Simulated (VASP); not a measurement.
Here is a VASP 6.6.1 calculation.

File POSCAR:

```
CdS
1.0
    0.0000000000      2.9392146858      2.9392146858
    2.9392146858      0.0000000000      2.9392146858
    2.9392146858      2.9392146858      0.0000000000
Cd S
1 1
Direct
    0.0000000000      0.0000000000      0.0000000000
    0.2500000000      0.2500000000      0.2500000000
```

Contents of INCAR.step1:

```
ALGO     = Normal         # electronic algorithm
EDIFF    = 1E-5           # SCF threshold, eV
ENCUT    = 520            # plane-wave cutoff, eV
GGA      = PE             # functional
ISIF     = 2              # what is computed and relaxed
ISMEAR   = 0              # smearing method
LASPH    = T              # aspherical terms in the spheres
LCHARG   = F              # write CHGCAR
LREAL    = F              # projectors in reciprocal space
LWAVE    = T              # write WAVECAR
NBANDS   = 16             # bands
NELM     = 100            # most SCF steps
PREC     = Accurate       # precision mode
SIGMA    = 0.01           # smearing width, eV
```

Contents of INCAR.step2:

```
ALGO     = Normal         # electronic algorithm
EDIFF    = 1E-6           # SCF threshold, eV
ENCUT    = 520            # plane-wave cutoff, eV
GGA      = PE             # functional
HFSCREEN = 0.2079         # screening, 1/A
ISIF     = 2              # what is computed and relaxed
ISMEAR   = 0              # smearing method
ISTART   = 1            
LASPH    = T              # aspherical terms in the spheres
LCHARG   = F              # write CHGCAR
LHFCALC  = T              # exact exchange
LREAL    = F              # projectors in reciprocal space
LWAVE    = F              # write WAVECAR
NBANDS   = 16             # bands
NELM     = 100            # most SCF steps
PREC     = Accurate       # precision mode
PRECFOCK = Normal       
SIGMA    = 0.01           # smearing width, eV
```

The input KPOINTS:

```
k-points
0
Gamma
  6 6 6
```

Potentials or basis: VASP PAW PBE potentials, release 64 (Cd, S).

Run with:

```bash
$ cat potpaw_PBE.64/Cd/POTCAR potpaw_PBE.64/S/POTCAR > POTCAR
$ cp INCAR.step1 INCAR
$ mpirun -np 1 vasp_std > vasp.out
$ cp INCAR.step2 INCAR
$ mpirun -np 1 vasp_std > vasp.out
```

(1) What does it give for the band gap on the k mesh?

(2) What does it give for the pressure?

## Answers

(1) 2.11 eV, direct.

(2) 0.5 GPa.

Caveat: the PAW data sets were made with another functional, which shifts forces and pressure a little.
